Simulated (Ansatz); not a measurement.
# PbS: the cost of one run

Program: Ansatz 0.2.0. Level of theory: DFT PBE, scalar-relativistic, plane waves, PAW. These are calculated values, not measurements.

1 further run of the same task is left out (set aside as unsound or not needed).

### 1 The starting structure

Symmetry: P4/nmm, No. 129, tetragonal system. Conventional cell: a = 4.247 Å, b = 4.247 Å, c = 30.913 Å, α = 90.00°, β = 90.00°, γ = 90.00°. Around Pb (site symmetry 4mm) lie 5 S at 2.69 to 3.01 Å. S (site symmetry 4mm) is surrounded by 5 Pb at 2.69 to 3.01 Å.

Coordinates:

```xyz
4
Lattice="4.2469 0.0000 0.0000 0.0000 4.2469 0.0000 0.0000 0.0000 30.9134" Properties=species:S:1:pos:R:3 pbc="T T F"
Pb    0.0000    2.1235    7.5968
Pb    2.1235    0.0000   10.4032
S     0.0000    2.1235   10.2893
S     2.1235    0.0000    7.7107
```

It is the end of an earlier relaxation with the same method, from a generated guess; it needn't be the stable form of this composition. At a tolerance of 0.02 Å it has layer group p4/nmm (No. 64); it has 4.51 Å²/atom, an uncorrected energy of -0.49 eV/atom over the elements.

It is a sheet, periodic along a and b, with vacuum along c; volumes and pressures of the box carry no meaning, and space groups named for it are those of the box.

### 2 Bands, states and charges

File input.yaml:

```yaml
crystal:
  lattice:
    - [4.246931712, 0.0, 0.0]
    - [0.0, 4.246931712, 0.0]
    - [0.0, 0.0, 30.91340344]
  atoms:
    - { symbol: Pb, position: [0.0, 0.5, 0.2457456586] }
    - { symbol: Pb, position: [0.5, 0.0, 0.3365260422] }
    - { symbol: S, position: [0.0, 0.5, 0.332843923] }
    - { symbol: S, position: [0.5, 0.0, 0.2494277778] }
  periodic: [true, true, false]
basis:
  ecutwfc: 420
kpoints:
  mp_grid: { grid: [6, 6, 1] }
  band_path:
    path: [[0.0, 0.0, 0.0], [0.0, 0.5, 0.0], [0.5, 0.5, 0.0], [0.0, 0.0, 0.0]]
    npoints: 14
hamiltonian:
  xc: pbe
scf:
  occupations: { method: gaussian, width: 0.02 }
  n_extra_bands: 10
output:
  forces: true
  stress: true
  eigenvalues: true
  populations: true
  dos: { projected: true, de: 0.02, nscf_kmesh: { grid: [9, 9, 1] } }
  bader: true
  write_density: true
  write_potential: true
  elf: true
  volumetric_format: npy
```

Run with:

```
$ ansatz run input.yaml --threads 1 --pin off --max-ram 2048MiB --backend cpu --events-out ev --progress --plain --runs-dir out
```

Q: Estimate wall time and peak memory on 1 thread of Intel Xeon Platinum 8259CL at 2.50GHz (Skylake/Cascade Lake), shared host.

About 98 s, with a peak of 0.82 GiB.
